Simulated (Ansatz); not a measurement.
# Structures of HfB$_{2}$: which is lowest?

Plane-wave DFT in Ansatz with scalar-relativistic PAW potentials, cutoff 420 eV, Γ-centred meshes chosen by cell and gap, Gaussian smearing with energies taken to zero width. Every cell was relaxed (cell and atoms) in a run of its own, within the symmetry of its start. Functional: PBE.

Relaxed structures (starts from databases or built by putting these elements on another compound's sites):
A. R3m, 3 atoms in the computed cell, a = 3.130 Å, c = 11.617 Å; sites (symmetry × multiplicity) Hf 3m × 3, B 3m × 3 + 3m × 3; start: built
B. P6/mmm, 3 atoms in the computed cell, a = 3.145 Å, c = 3.486 Å; sites (symmetry × multiplicity) Hf 6/mmm × 1, B -6m2 × 2; start: database

Rank them by energy. Could pressure change the order?

| structure | group | E − E(lowest) (meV/atom) | V (Å³/atom) | gap on mesh (eV) |
| --- | --- | --- | --- | --- |
| B | P6/mmm | 0.0 | 9.96 | 0.00 |
| A | R3m | 516 | 10.95 | 0.00 |

B is lowest, 516 meV/atom under A. The lowest is also the densest of these, so pressure wouldn't bring one of the others in at first order. Other structures may lie lower than all of these, and vibrations aren't counted.

Spin-orbit coupling is left out, which matters for the bands of heavy elements.